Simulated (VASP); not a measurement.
# Al2O3 (Pnnm) in VASP: notebook

Runs on Al2O3. Level: LDA. Tasks: atomic charges, electron localisation function, relaxation of cell and atoms.

All numbers are computed with VASP 6.6.1; they aren't measurements. Logs are shortened: lines on timing, memory, paths and dates and some standing lists are left out, and cuts for length are marked.

## Step 1: The structure

Symmetry: Pnnm, No. 58, orthorhombic system. Conventional cell: a = 4.614 Å, b = 9.563 Å, c = 3.120 Å, α = 90.00°, β = 90.00°, γ = 90.00°. Around Al (site symmetry m) lie 4 O at 1.68 to 1.82 Å. O (site symmetry 2/m) is surrounded by 2 Al at 1.68 Å. O (site symmetry m) has 3 Al at 1.82 Å as nearest neighbours.

Measurements of this composition are mostly on another form, of space group No. 167.

## Step 2: Atomic charges, LDA

Input file INCAR:

```
SYSTEM = Al2O3
  PREC = Accurate
  ENCUT = 520
  EDIFF = 1E-6
  ISMEAR = 0
  SIGMA = 0.02
  LREAL = .FALSE.
  LASPH = .TRUE.
  NELM = 60
  ALGO = Normal
  ISIF = 2
  LWAVE = .FALSE.
  LCHARG = .FALSE.
  LORBIT = 11
```

Input file KPOINTS:

```
regular mesh
0
G
  5 3 7
  0 0 0
```

Input file POSCAR:

```
Al2O3
1.0
    4.6137770000      0.0000000000      0.0000000000
    0.0000000000      9.5632790000      0.0000000000
    0.0000000000      0.0000000000      3.1198620000
Al O
4 6
Direct
    0.9829750000      0.8245730000      0.0000000000
    0.0170250000      0.1754270000      0.0000000000
    0.4829750000      0.6754270000      0.5000000000
    0.5170250000      0.3245730000      0.5000000000
    0.5000000000      0.5000000000      0.5000000000
    0.1236350000      0.7530500000      0.5000000000
    0.3763650000      0.2530500000      0.0000000000
    0.6236350000      0.7469500000      0.0000000000
    0.0000000000      0.0000000000      0.0000000000
    0.8763650000      0.2469500000      0.5000000000
```

Potentials or basis: VASP PAW LDA potentials, release 64 (Al, O).

The run is started by

```sh
$ cat potpaw_LDA.64/Al/POTCAR potpaw_LDA.64/O/POTCAR > POTCAR
$ mpirun -np 1 vasp_std > vasp.out
```

OUTCAR:

```text
SYSTEM = Al2O3
   PREC = Accurate
   ENCUT = 520
   EDIFF = 1E-6
   ISMEAR = 0
   LREAL = .FALSE.
   LASPH = .TRUE.
   NELM = 60
   ISIF = 2
   LORBIT = 11

 ion  position               nearest neighbor table
   1  0.983  0.825  0.000-   9 1.68   8 1.82   6 1.82   6 1.82   3 3.13   3 3.13   3 3.13   3 3.13
                             2 3.36
   2  0.017  0.175  0.000-   9 1.68   7 1.82  10 1.82  10 1.82   4 3.13   4 3.13   4 3.13   4 3.13
                             1 3.36
   3  0.483  0.675  0.500-   5 1.68   6 1.82   8 1.82   8 1.82   1 3.13   1 3.13   1 3.13   1 3.13
                             4 3.36
   4  0.517  0.325  0.500-   5 1.68  10 1.82   7 1.82   7 1.82   2 3.13   2 3.13   2 3.13   2 3.13
                             3 3.36
   5  0.500  0.500  0.500-   3 1.68   4 1.68
   6  0.124  0.753  0.500-   3 1.82   1 1.82   1 1.82
   7  0.376  0.253  0.000-   2 1.82   4 1.82   4 1.82
   8  0.624  0.747  0.000-   1 1.82   3 1.82   3 1.82
   9  0.000  0.000  0.000-   1 1.68   2 1.68
  10  0.876  0.247  0.500-   4 1.82   2 1.82   2 1.82

  LATTYP: Found a simple orthorhombic cell.
 ALAT       =     3.1198620000
 B/A-ratio  =     1.4788400897
 C/A-ratio  =     3.0652891057

  Lattice vectors:

 A1 = (   0.0000000000,   0.0000000000,   3.1198620000)
 A2 = (   4.6137770000,   0.0000000000,   0.0000000000)
 A3 = (   0.0000000000,   9.5632790000,   0.0000000000)

Analysis of symmetry for initial positions (statically):
=====================================================================
 Subroutine PRICEL returns:
 Original cell was already a primitive cell.

 Routine SETGRP: Setting up the symmetry group for a
 simple orthorhombic supercell.

 Subroutine GETGRP returns: Found  8 space group operations
 (whereof  4 operations were pure point group operations)
 out of a pool of  8 trial point group operations.

The static configuration has the point symmetry C_2h.
 The point group associated with its full space group is D_2h.

Analysis of symmetry for dynamics (positions and initial velocities):
=====================================================================
 Subroutine PRICEL returns:
 Original cell was already a primitive cell.

 Routine SETGRP: Setting up the symmetry group for a
 simple orthorhombic supercell.

 Subroutine GETGRP returns: Found  8 space group operations
 (whereof  4 operations were pure point group operations)
 out of a pool of  8 trial point group operations.

The dynamic configuration has the point symmetry C_2h.
 The point group associated with its full space group is D_2h.

 Subroutine INISYM returns: Found  8 space group operations
 (whereof  4 operations are pure point group operations),
 and found     1 'primitive' translations

----------------------------------------------------------------------------------------

                                     Primitive cell

  volume of cell :     137.6572

  direct lattice vectors                    reciprocal lattice vectors
     4.613777000  0.000000000  0.000000000     0.216742162  0.000000000  0.000000000
     0.000000000  9.563279000  0.000000000     0.000000000  0.104566645  0.000000000
     0.000000000  0.000000000  3.119862000     0.000000000  0.000000000  0.320526998

  length of vectors
     4.613777000  9.563279000  3.119862000     0.216742162  0.104566645  0.320526998

  position of ions in fractional coordinates (direct lattice)
     0.982975000  0.824573000  0.000000000
     0.017025000  0.175427000  0.000000000
     0.482975000  0.675427000  0.500000000
     0.517025000  0.324573000  0.500000000
     0.500000000  0.500000000  0.500000000
     0.123635000  0.753050000  0.500000000
     0.376365000  0.253050000  0.000000000
     0.623635000  0.746950000  0.000000000
     0.000000000  0.000000000  0.000000000
     0.876365000  0.246950000  0.500000000

  ion indices of the primitive-cell ions
   primitive index   ion index
                 1           1
                 2           2
                 3           3
                 4           4
                 5           5
                 6           6
                 7           7
                 8           8
                 9           9
                10          10

----------------------------------------------------------------------------------------

 KPOINTS: regular mesh

Automatic generation of k-mesh.
 Grid dimensions read from file:
 generate k-points for:    5    3    7

 Generating k-lattice:

  Cartesian coordinates                     Fractional coordinates (reciprocal lattice)
     0.043348432  0.000000000  0.000000000     0.200000000  0.000000000  0.000000000
     0.000000000  0.034855548  0.000000000     0.000000000  0.333333333  0.000000000
     0.000000000  0.000000000  0.045789571     0.000000000  0.000000000  0.142857143

  Length of vectors
     0.043348432  0.034855548  0.045789571

  Shift w.r.t. Gamma in fractional coordinates (k-lattice)
     0.000000000  0.000000000  0.000000000

 Subroutine IBZKPT returns following result:
 ===========================================

 Found     24 irreducible k-points:

 Following reciprocal coordinates:
            Coordinates               Weight
  0.000000  0.000000  0.000000      1.000000
  0.200000  0.000000  0.000000      2.000000
  0.400000  0.000000  0.000000      2.000000
  0.000000  0.333333  0.000000      2.000000
  0.200000  0.333333  0.000000      4.000000
  0.400000  0.333333  0.000000      4.000000
[... 16 lines left out ...]
  0.200000  0.333333  0.428571      8.000000
  0.400000  0.333333  0.428571      8.000000
   k-points           NKPTS =     24   k-points in BZ     NKDIM =     24   number of bands    NBANDS=     30
   number of dos      NEDOS =    301   number of ions     NIONS =     10
   total plane-waves  NPLWV =  62208
   dimension x,y,z NGX =    36 NGY =   72 NGZ =   24
   dimension x,y,z NGXF=    72 NGYF=  144 NGZF=   48
   ions per type =               4   6
   NGX,Y,Z   is equivalent  to a cutoff of  12.97, 12.52, 12.79 a.u.
   NGXF,Y,Z  is equivalent  to a cutoff of  25.94, 25.03, 25.58 a.u.
 SYSTEM =  Al2O3
   PREC   = accura    normal or accurate (medium, high low for compatibility)
   ISTART =      0    job   : 0-new  1-cont  2-samecut
   ICHARG =      2    charge: 1-file 2-atom 10-const
   ISPIN  =      1    spin polarized calculation?
   LNONCOLLINEAR =      F non collinear calculations
   LSORBIT =      F    spin-orbit coupling
   LASPH  =      T    aspherical Exc in radial PAW
   ENCUT  =  520.0 eV  38.22 Ry    6.18 a.u.   8.58 17.78  5.80*2*pi/ulx,y,z
   NELM   =     60;   NELMIN=  2; NELMDL= -5     # of ELM steps
   EDIFF  = 0.1E-05   stopping-criterion for ELM
   LREAL  =      F    real-space projection
   EDIFFG = 0.1E-04   stopping-criterion for IOM
   NSW    =      0    number of steps for IOM
   IBRION =     -1    ionic relax: 0-MD 1-quasi-New 2-CG
   NFREE  =      0    steps in history (QN), initial steepest desc. (CG)
   ISIF   =      2    stress and relaxation
   ISYM   =      2    0-nonsym 1-usesym 2-fastsym
   POTIM  = 0.5000    time-step for ionic-motion
   TEBEG  =    0.0;   TEEND  =   0.0 temperature during run
   PSTRESS=    0.0 pullay stress
   NELECT =      48.0000    total number of electrons
   NUPDOWN=      -1.0000    fix difference up-down
   EMIN   =  10.00;   EMAX   =-10.00  energy-range for DOS
   EFERMI =   0.00;   METHOD = LEGACY
   ISMEAR =     0;   SIGMA  =   0.02  broadening in eV -4-tet -1-fermi 0-gaus
   EFERMI_NEDOS =   21; number of points for ismear=-14 and -15
   IALGO  =     38    algorithm
   IMIX   =      4    mixing-type and parameters
     AMIX     =   0.40;   BMIX     =  1.00
     AMIX_MAG =   1.60;   BMIX_MAG =  1.00
  volume/ion in A,a.u.               =      13.77        92.90
  Fermi-wavevector in a.u.,A,eV,Ry     =   1.152274  2.177482 18.064926  1.327735
  Thomas-Fermi vector in A             =   2.288926
   LORBIT       =     11    0 simple, 1 ext, 2 COOP (PROOUT), +10 PAW based schemes
   GGA     = CA    functional components
   LHFCALC =     F    Hartree Fock is set to
   AEXX    =    0.0000 exact exchange contribution
   IVDW    =     0    specifies the selected vdW correction
   LEPSILON=     F    determine dielectric tensor
   LRPA    =     F    only Hartree local field effects (RPA)
 non-spin polarized calculation
 Gauss-broadening in eV      SIGMA  =   0.02
  energy-cutoff  :      520.00
  volume of cell :      137.66
 maximum number of plane-waves:      3737
 NGX is ok and might be reduce to    36
   NGX = 17   NGY = 35   NGZ = 11

 number of electron      48.0000029 magnetization

 Free energy of the ion-electron system (eV)
  ---------------------------------------------------
  ext. energy  EPLUGINS =         0.00000000
  ---------------------------------------------------
  free energy    TOTEN  =       -80.66362405 eV

  energy without entropy =      -80.66362405  energy(sigma->0) =      -80.66362405

 E-fermi :   1.6562     XC(G=0):  -9.3199

 val. band max:        1.5136896037   @ k =   0.0000   0.0000   0.0000
 cond. band min:       4.8648042949   @ k =   0.0000   0.0000   0.0000
 fundamental gap:      3.3511146912
 Fermi energy:         1.6562062122

 k-point     1 :       0.0000    0.0000    0.0000
  band No.  band energies     occupation
      1     -17.1440      2.00000
      2     -17.0657      2.00000
      3     -15.7603      2.00000
      4     -15.7307      2.00000
      5     -14.4960      2.00000
      6     -14.3725      2.00000
[... 781 lines left out ...]
     29       9.6645      0.00000
     30       9.7063      0.00000

------------------------ aborting loop because EDIFF is reached ----------------------------------------

  FORCE on cell =-STRESS in cart. coord.  units (eV):
  Direction    XX          YY          ZZ          XY          YZ          ZX
  --------------------------------------------------------------------------------------
  -------------------------------------------------------------------------------------
  Total       -3.5344629     -3.4901632     -8.0748551      0.0000000      0.0000000      0.0000000
  in kB      -41.1372442    -40.6216449    -93.9823953      0.0000000      0.0000000      0.0000000
  external PRESSURE =     -58.5804281 kB  Pullay stress =       0.0000000 kB

 VOLUME and BASIS-vectors are now :
 -----------------------------------------------------------------------------
  energy-cutoff  :      520.00
  volume of cell :      137.66
      direct lattice vectors                 reciprocal lattice vectors
     4.613777000  0.000000000  0.000000000     0.216742162  0.000000000  0.000000000
     0.000000000  9.563279000  0.000000000     0.000000000  0.104566645  0.000000000
     0.000000000  0.000000000  3.119862000     0.000000000  0.000000000  0.320526998

 POSITION                                       TOTAL-FORCE (eV/Angst)
 -----------------------------------------------------------------------------------
      4.53523      7.88562      0.00000        -0.078402     -0.055709      0.000000
      0.07855      1.67766      0.00000         0.078402      0.055709      0.000000
      2.22834      6.45930      1.55993        -0.078402      0.055709     -0.000000
      2.38544      3.10398      1.55993         0.078402     -0.055709      0.000000
      2.30689      4.78164      1.55993         0.000000      0.000000      0.000000
      0.57042      7.20163      1.55993         0.193319      0.015903      0.000000
      1.73646      2.41999      0.00000        -0.193319      0.015903     -0.000000
      2.87731      7.14329      0.00000         0.193319     -0.015903      0.000000
      0.00000      0.00000      0.00000         0.000000      0.000000      0.000000
      4.04335      2.36165      1.55993        -0.193319     -0.015903     -0.000000
 -----------------------------------------------------------------------------------
    total drift:                                0.000000     -0.000000     -0.000000

  FREE ENERGIE OF THE ION-ELECTRON SYSTEM (eV)
  ---------------------------------------------------
  free  energy   TOTEN  =       -80.6636240528 eV

  energy  without entropy=      -80.6636240528  energy(sigma->0) =      -80.66362405

 total charge

# of ion       s       p       d       tot
------------------------------------------
    1        0.348   0.444   0.000   0.792
    2        0.348   0.444   0.000   0.792
    3        0.348   0.444   0.000   0.792
    4        0.348   0.444   0.000   0.792
    5        1.537   3.604   0.000   5.141
    6        1.532   3.603   0.000   5.136
    7        1.532   3.603   0.000   5.136
    8        1.532   3.603   0.000   5.136
    9        1.537   3.604   0.000   5.141
   10        1.532   3.603   0.000   5.136
--------------------------------------------------
tot         10.594  23.400   0.000  33.994
```

Wall time 2.6 min (1 thread of AMD EPYC, shared host); peak memory 0.19 GiB.

Results:

| Quantity | Value |
| --- | --- |
| Free energy | -80.6636 eV |
| Pressure | -5.9 GPa |
| Largest force | 0.194 eV/Å |
| Band gap on the k mesh | 3.35 eV, direct |
| Valence electrons inside the program's atomic spheres | Al 0.79; O 5.14 |

Forces on the atoms (eV/Å):
```
Al  -0.078 -0.056  0.000
Al   0.078  0.056  0.000
Al  -0.078  0.056  0.000
Al   0.078 -0.056  0.000
O    0.000  0.000  0.000
O    0.193  0.016  0.000
O   -0.193  0.016  0.000
O    0.193 -0.016  0.000
O    0.000  0.000  0.000
O   -0.193 -0.016  0.000
```

Stress tensor (GPa, compression positive):
```
-4.11  0.00  0.00
 0.00 -4.06  0.00
 0.00  0.00 -9.40
```

Levels at points of the mesh, in eV from the valence-band top:
```
           k point  band 20  band 21  band 22  band 23  band 24  band 25  band 26  band 27  band 28  band 29
(0.00, 0.00, 0.00)    -1.29    -1.06    -0.52    -0.06     0.00     3.35     4.92     5.87     6.64     6.82
```

Caveat: an odd mesh through Γ misses points on the zone boundary, where band edges often lie.

## Step 3: Electron localisation function, LDA

Input file INCAR:

```
SYSTEM = Al2O3
ALGO = Normal
EDIFF = 1E-6
ENCUT = 520
ISIF = 2
ISMEAR = 0
LASPH = .True.
LCHARG = .True.
LELF = .True.
LREAL = .False.
LWAVE = .False.
NELM = 60
PREC = Accurate
SIGMA = 0.02
```

Input file KPOINTS:

```
k-points
0
Gamma
  5 3 7
  0 0 0
```

POSCAR is that of step 2.

Potentials or basis: VASP PAW LDA potentials, release 64 (Al, O).

The run is started by

```sh
$ cat potpaw_LDA.64/Al/POTCAR potpaw_LDA.64/O/POTCAR > POTCAR
$ mpirun -np 1 vasp_std > vasp.out
```

OUTCAR:

```text
SYSTEM = Al2O3
   EDIFF = 1E-6
   ENCUT = 520
   ISIF = 2
   ISMEAR = 0
   LASPH = .True.
   LREAL = .False.
   NELM = 60
   PREC = Accurate

 ion  position               nearest neighbor table
   1  0.983  0.825  0.000-   9 1.68   8 1.82   6 1.82   6 1.82   3 3.13   3 3.13   3 3.13   3 3.13
                             2 3.36
   2  0.017  0.175  0.000-   9 1.68   7 1.82  10 1.82  10 1.82   4 3.13   4 3.13   4 3.13   4 3.13
                             1 3.36
   3  0.483  0.675  0.500-   5 1.68   6 1.82   8 1.82   8 1.82   1 3.13   1 3.13   1 3.13   1 3.13
                             4 3.36
   4  0.517  0.325  0.500-   5 1.68  10 1.82   7 1.82   7 1.82   2 3.13   2 3.13   2 3.13   2 3.13
[... 1020 lines left out ...]

 VOLUME and BASIS-vectors are now :
 -----------------------------------------------------------------------------
  energy-cutoff  :      520.00
  volume of cell :      137.66
      direct lattice vectors                 reciprocal lattice vectors
     4.613777000  0.000000000  0.000000000     0.216742162  0.000000000  0.000000000
     0.000000000  9.563279000  0.000000000     0.000000000  0.104566645  0.000000000
     0.000000000  0.000000000  3.119862000     0.000000000  0.000000000  0.320526998

 POSITION                                       TOTAL-FORCE (eV/Angst)
 -----------------------------------------------------------------------------------
      4.53523      7.88562      0.00000        -0.078402     -0.055709      0.000000
      0.07855      1.67766      0.00000         0.078402      0.055709      0.000000
      2.22834      6.45930      1.55993        -0.078402      0.055709     -0.000000
      2.38544      3.10398      1.55993         0.078402     -0.055709      0.000000
      2.30689      4.78164      1.55993         0.000000      0.000000      0.000000
      0.57042      7.20163      1.55993         0.193319      0.015903      0.000000
      1.73646      2.41999      0.00000        -0.193319      0.015903     -0.000000
      2.87731      7.14329      0.00000         0.193319     -0.015903      0.000000
      0.00000      0.00000      0.00000         0.000000      0.000000      0.000000
      4.04335      2.36165      1.55993        -0.193319     -0.015903     -0.000000
 -----------------------------------------------------------------------------------
    total drift:                                0.000000     -0.000000     -0.000000

  FREE ENERGIE OF THE ION-ELECTRON SYSTEM (eV)
  ---------------------------------------------------
  free  energy   TOTEN  =       -80.6636240528 eV

  energy  without entropy=      -80.6636240528  energy(sigma->0) =      -80.66362405
```

Run time: 2.8 min. Hardware: 1 thread of AMD EPYC, shared host; peak memory 0.19 GiB.

What came out:

```yaml
Free_energy: -80.6636 eV
Pressure: -5.9 GPa
Largest_force: 0.194 eV/Å
Band_gap_on_the_k_mesh: 3.35 eV, direct
```

Forces in eV/Å, atoms in the order of the input:
```
Al  -0.078 -0.056  0.000
Al   0.078  0.056  0.000
Al  -0.078  0.056  0.000
Al   0.078 -0.056  0.000
O    0.000  0.000  0.000
O    0.193  0.016  0.000
O   -0.193  0.016  0.000
O    0.193 -0.016  0.000
O    0.000  0.000  0.000
O   -0.193 -0.016  0.000
```

Caveat: an odd mesh through Γ misses points on the zone boundary, where band edges often lie.

(Part 1 of 2 ends here.)
